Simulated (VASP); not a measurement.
# FeSi2 (Linzhiite) (P4/mmm) in VASP: a series of runs

The runs below take FeSi2 (Linzhiite) through equation of state, with LDA.

Everything below comes from runs of VASP 6.6.1. Logs are shortened: lines on timing, memory, paths and dates and some standing lists are left out, and cuts for length are marked.

## (1) The crystal as given

Symmetry: P4/mmm, No. 123, tetragonal system. Conventional cell: a = 2.661 Å, b = 2.661 Å, c = 5.075 Å, α = 90.00°, β = 90.00°, γ = 90.00°. Around Fe (site symmetry 4/mmm) lie 8 Si at 2.33 Å and 4 Fe at 2.66 Å. Si (site symmetry 4mm) has 5 Si at 2.32 to 2.66 Å and 4 Fe at 2.33 Å as nearest neighbours.

## (2) Equation of state, LDA, collinear spin, ferromagnetic start, 11.50 Å³/atom (a relaxed cell with its volume scaled by 0.96)

File INCAR:

```
SYSTEM = FeSi2
PREC = Accurate
ENCUT = 520
EDIFF = 1E-6
ISMEAR = -1
SIGMA = 0.05
LREAL = .FALSE.
LASPH = .TRUE.
NELM = 120
ALGO = Normal
ISIF = 2
LWAVE = .FALSE.
LCHARG = .FALSE.
ISPIN = 2
MAGMOM = 3 0 0
LORBIT = 11
LMAXMIX = 4
GGA = CA
```

File KPOINTS:

```
Automatic mesh
0
G
  8 8 4
  0 0 0
```

File POSCAR:

```
FeSi2                                   
1.0
    2.6246663897     -0.0000000000      0.0000000000
   -0.0000000000      2.6246663897     -0.0000000000
    0.0000000000      0.0000000000      5.0067197516
  Fe              Si            
     1     2
Direct
     0.0000000000000000    1.0000000000000000    1.0000000000000000
     0.5000000000000000    0.5000000000000000    0.7284522907416134
     0.5000000000000000    0.5000000000000000    0.2715477092583864
```

Potentials or basis: VASP PAW LDA potentials, release 64 (Fe, Si).

On the command line:

```
$ cat potpaw_LDA.64/Fe/POTCAR potpaw_LDA.64/Si/POTCAR > POTCAR
$ mpirun -np 1 vasp_std > vasp.out
```

OUTCAR:

```text
SYSTEM = FeSi2
   PREC = Accurate
   ENCUT = 520
   EDIFF = 1E-6
   ISMEAR = -1
   LREAL = .FALSE.
   LASPH = .TRUE.
   NELM = 120
   ISIF = 2
   ISPIN = 2
   LORBIT = 11
   GGA = CA

 ion  position               nearest neighbor table
   1  0.000  0.000  0.000-   2 2.30   3 2.30   2 2.30   3 2.30   2 2.30   3 2.30   2 2.30   3 2.30

   2  0.500  0.500  0.728-   3 2.29   1 2.30   1 2.30   1 2.30   1 2.30   3 2.72
   3  0.500  0.500  0.272-   2 2.29   1 2.30   1 2.30   1 2.30   1 2.30   2 2.72

  LATTYP: Found a simple tetragonal cell.
 ALAT       =     2.6246663897
 C/A-ratio  =     1.9075642418

  Lattice vectors:

 A1 = (   2.6246663897,   0.0000000000,   0.0000000000)
 A2 = (   0.0000000000,   2.6246663897,   0.0000000000)
 A3 = (   0.0000000000,   0.0000000000,   5.0067197516)

Analysis of symmetry for initial positions (statically):
=====================================================================
 Subroutine PRICEL returns:
 Original cell was already a primitive cell.

 Routine SETGRP: Setting up the symmetry group for a
 simple tetragonal supercell.

 Subroutine GETGRP returns: Found 16 space group operations
 (whereof 16 operations were pure point group operations)
 out of a pool of 16 trial point group operations.

The static configuration has the point symmetry D_4h.

Analysis of symmetry for dynamics (positions and initial velocities):
=====================================================================
 Subroutine PRICEL returns:
 Original cell was already a primitive cell.

 Routine SETGRP: Setting up the symmetry group for a
 simple tetragonal supercell.

 Subroutine GETGRP returns: Found 16 space group operations
 (whereof 16 operations were pure point group operations)
 out of a pool of 16 trial point group operations.

The dynamic configuration has the point symmetry D_4h.

Analysis of structural, dynamic, and magnetic symmetry:
=====================================================================
 Subroutine PRICEL returns:
 Original cell was already a primitive cell.

 Routine SETGRP: Setting up the symmetry group for a
 simple tetragonal supercell.

 Subroutine GETGRP returns: Found 16 space group operations
 (whereof 16 operations were pure point group operations)
 out of a pool of 16 trial point group operations.

The overall configuration has the point symmetry D_4h.

 Subroutine INISYM returns: Found 16 space group operations
 (whereof 16 operations are pure point group operations),
 and found     1 'primitive' translations

----------------------------------------------------------------------------------------

                                     Primitive cell

  volume of cell :      34.4907
[... 152 lines left out ...]
  band No.  band energies     occupation
      1      -3.5861      1.00000
      2       1.4831      1.00000
      3       2.4903      1.00000
      4       6.8852      1.00000
      5       9.0225      1.00000
      6       9.2073      1.00000
      7       9.2073      1.00000
      8      10.1810      0.99999
      9      15.7349      0.00000
     10      15.7349      0.00000
     11      17.7498      0.00000
     12      18.1406      0.00000
     13      19.1241      0.00000
     14      19.1297      0.00000
[... 379 lines left out ...]
      3       3.1630      1.00000
      4       5.6381      1.00000
      5       6.8851      1.00000
      6       8.1269      1.00000
      7       8.6265      1.00000
      8       9.6613      1.00000
      9      11.3322      0.00002
     10      13.0996      0.00000
     11      14.4401      0.00000
     12      16.4603      0.00000
     13      18.2651      0.00000
     14      20.3573      0.00000

 [... further k-points ...]

 spin component 2

 k-point     1 :       0.0000    0.0000    0.0000
  band No.  band energies     occupation
      1      -3.5859      1.00000
      2       1.4832      1.00000
      3       2.4905      1.00000
      4       6.8857      1.00000
      5       9.0228      1.00000
      6       9.2078      1.00000
      7       9.2078      1.00000
      8      10.1816      0.99999
      9      15.7350      0.00000
     10      15.7350      0.00000
     11      17.7500      0.00000
     12      18.1409      0.00000
     13      19.1245      0.00000
     14      19.1299      0.00000
[... 379 lines left out ...]
      3       3.1630      1.00000
      4       5.6381      1.00000
      5       6.8855      1.00000
      6       8.1272      1.00000
      7       8.6270      1.00000
      8       9.6618      1.00000
      9      11.3328      0.00002
     10      13.1000      0.00000
     11      14.4403      0.00000
     12      16.4607      0.00000
     13      18.2654      0.00000
     14      20.3554      0.00000

 [... further k-points ...]

------------------------ aborting loop because EDIFF is reached ----------------------------------------

  FORCE on cell =-STRESS in cart. coord.  units (eV):
  Direction    XX          YY          ZZ          XY          YZ          ZX
  --------------------------------------------------------------------------------------
  -------------------------------------------------------------------------------------
  Total        1.9269065      1.9269065      2.2539136     -0.0000000      0.0000000     -0.0000000
  in kB       89.5096208     89.5096208    104.6999173     -0.0000000      0.0000000     -0.0000000
  external PRESSURE =      94.5730530 kB  Pullay stress =       0.0000000 kB

 VOLUME and BASIS-vectors are now :
 -----------------------------------------------------------------------------
  energy-cutoff  :      520.00
  volume of cell :       34.49
      direct lattice vectors                 reciprocal lattice vectors
     2.624666390  0.000000000  0.000000000     0.381000802  0.000000000  0.000000000
     0.000000000  2.624666390  0.000000000     0.000000000  0.381000802  0.000000000
     0.000000000  0.000000000  5.006719752     0.000000000  0.000000000  0.199731571

 POSITION                                       TOTAL-FORCE (eV/Angst)
 -----------------------------------------------------------------------------------
      0.00000      0.00000      0.00000         0.000000      0.000000      0.000000
      1.31233      1.31233      3.64716         0.000000     -0.000000     -0.207727
      1.31233      1.31233      1.35956        -0.000000      0.000000      0.207727
 -----------------------------------------------------------------------------------
    total drift:                                0.000000      0.000000      0.000000

  FREE ENERGIE OF THE ION-ELECTRON SYSTEM (eV)
  ---------------------------------------------------
  free  energy   TOTEN  =       -22.8170440942 eV

  energy  without entropy=      -22.8068495714  energy(sigma->0) =      -22.81194683

 total charge

# of ion       s       p       d       tot
------------------------------------------
    1        0.499   0.777   6.815   8.091
    2        0.743   0.949   0.000   1.692
    3        0.743   0.949   0.000   1.692
--------------------------------------------------
tot          1.984   2.675   6.815  11.475

 magnetization (x)

# of ion       s       p       d       tot
------------------------------------------
    1       -0.000  -0.000   0.000   0.000
    2        0.000   0.000   0.000   0.000
    3        0.000   0.000   0.000   0.000
--------------------------------------------------
tot         -0.000  -0.000   0.000   0.000
```

OSZICAR:

```text
N       E                     dE             d eps       ncg     rms          rms(c)
DAV:   1     0.640960132060E+02    0.64096E+02   -0.71423E+03  2536   0.115E+03
DAV:   2    -0.195230343503E+02   -0.83619E+02   -0.75060E+02  2576   0.227E+02
DAV:   3    -0.234226423236E+02   -0.38996E+01   -0.37310E+01  3406   0.542E+01
DAV:   4    -0.235178933259E+02   -0.95251E-01   -0.95049E-01  2884   0.799E+00
DAV:   5    -0.235207451368E+02   -0.28518E-02   -0.28511E-02  3450   0.147E+00    0.214E+01
DAV:   6    -0.261328884441E+02   -0.26121E+01   -0.17444E+01  3328   0.969E+01    0.165E+01
DAV:   7    -0.231356357852E+02    0.29973E+01   -0.14083E+01  3458   0.923E+01    0.735E+00
DAV:   8    -0.228557203660E+02    0.27992E+00   -0.67559E-01  3588   0.156E+01    0.269E+00
DAV:   9    -0.228269958340E+02    0.28725E-01   -0.47335E-02  3986   0.322E+00    0.123E+00
DAV:  10    -0.228180186090E+02    0.89772E-02   -0.10718E-02  3586   0.258E+00    0.496E-01
DAV:  11    -0.228170409168E+02    0.97769E-03   -0.21112E-03  3274   0.604E-01    0.124E-01
DAV:  12    -0.228170468926E+02   -0.59757E-05   -0.70887E-05  3566   0.875E-02    0.688E-02
DAV:  13    -0.228170437085E+02    0.31841E-05   -0.69688E-06  3436   0.366E-02    0.330E-02
DAV:  14    -0.228170440942E+02   -0.38569E-06   -0.32727E-06  2806   0.249E-02
   1 F= -.22817044E+02 E0= -.22811947E+02  d E =-.101945E-01  mag=     0.0001
```

stdout:

```text
POSCAR found type information on POSCAR FeSi
 POSCAR found :  2 types and       3 ions
 scaLAPACK will be used
 LDA part: xc-table for (Slater(with rela. corr.)+CA(PZ))
 , standard interpolation
 POSCAR, INCAR and KPOINTS ok, starting setup
 FFT: planning ... GRIDC
 FFT: planning ... GRID_SOFT
 FFT: planning ... GRID
 WAVECAR not read
 entering main loop
```

Wall time 15 s (1 thread of Intel Xeon 6975P-C (Granite Rapids), shared host); peak memory 0.15 GiB.

What came out:

```
Free energy                                           : -22.8170 eV
Pressure                                              : 9.5 GPa
Largest force                                         : 0.208 eV/Å
Band gap on the k mesh                                : none (metal or under the smearing width)
Net moment                                            : 0.00 μB per cell
Valence electrons inside the program's atomic spheres : Fe 8.09; Si 1.69
```

Caveat: the starting moments collapsed, and a magnetic state may lie lower.

## (3) Equation of state, LDA, collinear spin, ferromagnetic start, 11.74 Å³/atom (a relaxed cell with its volume scaled by 0.98)

INCAR is that of step 2.

KPOINTS is that of step 2.

File POSCAR:

```
FeSi2                                   
1.0
    2.6427681093     -0.0000000000      0.0000000000
   -0.0000000000      2.6427681093     -0.0000000000
    0.0000000000      0.0000000000      5.0412499445
  Fe              Si            
     1     2
Direct
     0.0000000000000000    1.0000000000000000    1.0000000000000000
     0.5000000000000000    0.5000000000000000    0.7284522907416134
     0.5000000000000000    0.5000000000000000    0.2715477092583864
```

Potentials or basis: VASP PAW LDA potentials, release 64 (Fe, Si).

On the command line:

```
$ cat potpaw_LDA.64/Fe/POTCAR potpaw_LDA.64/Si/POTCAR > POTCAR
$ mpirun -np 1 vasp_std > vasp.out
```

Run time: 16 s. Hardware: 1 thread of Intel Xeon 6975P-C (Granite Rapids), shared host; peak memory 0.16 GiB.

The run converged. Its results:

* Free energy: -22.8485 eV
* Pressure: 4.5 GPa
* Largest force: 0.101 eV/Å
* Band gap on the k mesh: none (metal or under the smearing width)
* Net moment: 0.00 μB per cell
* Valence electrons inside the program's atomic spheres: Fe 8.02; Si 1.68

Caveat: the starting moments collapsed, and a magnetic state may lie lower.

## (4) Equation of state, LDA, collinear spin, ferromagnetic start, 11.98 Å³/atom

INCAR is that of step 3.

KPOINTS is that of step 3.

File POSCAR:

```
FeSi2                                   
1.0
    2.6606251922     -0.0000000000      0.0000000000
   -0.0000000000      2.6606251922     -0.0000000000
    0.0000000000      0.0000000000      5.0753134774
  Fe              Si            
     1     2
Direct
     0.0000000000000000    1.0000000000000000    1.0000000000000000
     0.5000000000000000    0.5000000000000000    0.7284522907416134
     0.5000000000000000    0.5000000000000000    0.2715477092583864
```

On the command line:

```
$ cat potpaw_LDA.64/Fe/POTCAR potpaw_LDA.64/Si/POTCAR > POTCAR
$ mpirun -np 1 vasp_std > vasp.out
```

Wall time 15 s (1 thread of Intel Xeon 6975P-C (Granite Rapids), shared host); peak memory 0.16 GiB.

The run converged. Its results:

| Item | Value |
| --- | --- |
| Free energy | -22.8585 eV |
| Pressure | -0.1 GPa |
| Band gap on the k mesh | none (metal or under the smearing width) |
| Net moment | 0.01 μB per cell |
| Valence electrons inside the program's atomic spheres | Fe 7.96; Si 1.66 |

Caveat: the starting moments collapsed, and a magnetic state may lie lower.

## (5) Equation of state, LDA, collinear spin, ferromagnetic start, 12.22 Å³/atom (a relaxed cell with its volume scaled by 1.02)

INCAR is that of step 4.

KPOINTS is that of step 4.

File POSCAR:

```
FeSi2                                   
1.0
    2.6782457401     -0.0000000000      0.0000000000
   -0.0000000000      2.6782457401     -0.0000000000
    0.0000000000      0.0000000000      5.1089258045
  Fe              Si            
     1     2
Direct
     0.0000000000000000    1.0000000000000000    1.0000000000000000
     0.5000000000000000    0.5000000000000000    0.7284522907416134
     0.5000000000000000    0.5000000000000000    0.2715477092583864
```

On the command line:

```
$ cat potpaw_LDA.64/Fe/POTCAR potpaw_LDA.64/Si/POTCAR > POTCAR
$ mpirun -np 1 vasp_std > vasp.out
```

Wall time 18 s (1 thread of Intel Xeon 6975P-C (Granite Rapids), shared host); peak memory 0.15 GiB.

The run converged. Its results:

- Free energy: -22.8492 eV
- Pressure: -4.1 GPa
- Largest force: 0.091 eV/Å
- Band gap on the k mesh: none (metal or under the smearing width)
- Net moment: 0.00 μB per cell
- Valence electrons inside the program's atomic spheres: Fe 7.90; Si 1.65

Caveat: the starting moments collapsed, and a magnetic state may lie lower.

## (6) Equation of state, LDA, collinear spin, ferromagnetic start, 12.45 Å³/atom (a relaxed cell with its volume scaled by 1.04)

INCAR is that of step 5.

KPOINTS is that of step 5.

File POSCAR:

```
FeSi2                                   
1.0
    2.6956374336     -0.0000000000      0.0000000000
   -0.0000000000      2.6956374336     -0.0000000000
    0.0000000000      0.0000000000      5.1421015769
  Fe              Si            
     1     2
Direct
     0.0000000000000000    1.0000000000000000    1.0000000000000000
     0.5000000000000000    0.5000000000000000    0.7284522907416134
     0.5000000000000000    0.5000000000000000    0.2715477092583864
```

Potentials or basis: VASP PAW LDA potentials, release 64 (Fe, Si).

On the command line:

```
$ cat potpaw_LDA.64/Fe/POTCAR potpaw_LDA.64/Si/POTCAR > POTCAR
$ mpirun -np 1 vasp_std > vasp.out
```

Run time: 17 s. Hardware: 1 thread of Intel Xeon 6975P-C (Granite Rapids), shared host; peak memory 0.16 GiB.

It converged, with:

```yaml
Free_energy: -22.8227 eV
Pressure: -7.7 GPa
Largest_force: 0.177 eV/Å
Band_gap_on_the_k_mesh: none (metal or under the smearing width)
Net_moment: 0.00 μB per cell
Valence_electrons_inside_the_program's_atomic_spheres: Fe 7.84; Si 1.63
```

Caveat: the starting moments collapsed, and a magnetic state may lie lower.

## (7) Equation of state, LDA, collinear spin, ferromagnetic start

No new run: the results of the series are fitted here.

Results:

```
Equilibrium volume                        : 11.98 Å³/atom
Bulk modulus at fixed shape and positions : 214 GPa
Pressure derivative of the bulk modulus   : 4.5 (rough: it moves with the points fitted)
```

Energy against volume, from the lowest point:
| volume (Å³/atom) | energy (meV/atom) |
| --- | --- |
| 11.497 | 13.82 |
| 11.736 | 3.33 |
| 11.976 | 0.00 |
| 12.215 | 3.08 |
| 12.455 | 11.92 |

Caveat: the cell was scaled at fixed shape and fractional positions, which overstates the stiffness of a crystal with free parameters, most of all of layers and chains.
